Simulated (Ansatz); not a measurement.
Runs of Ansatz 0.2.0 on Ti2C. Symmetry: R-3m, No. 166, trigonal system. Conventional cell: a = 3.081 Å, b = 3.081 Å, c = 14.441 Å, α = 90.00°, β = 90.00°, γ = 120.00°. Ti (site symmetry 3m) is surrounded by 3 C at 2.11 Å. C (site symmetry -3m) is surrounded by 6 Ti at 2.11 Å. The cell comes from a database or a generator and needn't be the stable form of this composition.

| task | level | cell | k mesh | points for each segment of the path | mesh quality | gap on the mesh (eV) | pressure (GPa) | relaxed volume (Å³/atom) | largest force (eV/Å) |
| --- | --- | --- | --- | --- | --- | --- | --- | --- | --- |
| single point | PBE0 | as given | 8 × 8 × 8 | - | not flagged | none | (a) | - | 0.38 |
| relaxation of cell and atoms | HSE06 | relaxed | 6 × 6 × 6 | - | coarse | none | 0.0 | (b) | - |
| band structure | HSE06 | as given | 8 × 8 × 8 | 4 | not flagged | none | -4.2 | - | 0.41 |
| relaxation of cell and atoms | PBE0 | relaxed | 6 × 6 × 6 | - | coarse | none | 0.0 | 12.95 | - |

Alike in all rows: potentials or basis Ansatz PAW; no spin polarisation; cutoff (eV) 420; smearing fermi-dirac 0.05 eV.

Task: Estimate the missing entries.

Result: (a) -4.6; (b) 13.03.

Caveats: some runs use coarse meshes; the PAW data sets come from PBE, with cores solved anew for the run's functional, which leaves a small shift of forces and pressure; the thresholds are loose for stress (some runs); the plane-wave basis is chosen anew once the cell has moved, so the energies of steps on either side of that aren't comparable (some runs).

A gap of «none» marks a metal or a gap under the smearing width.
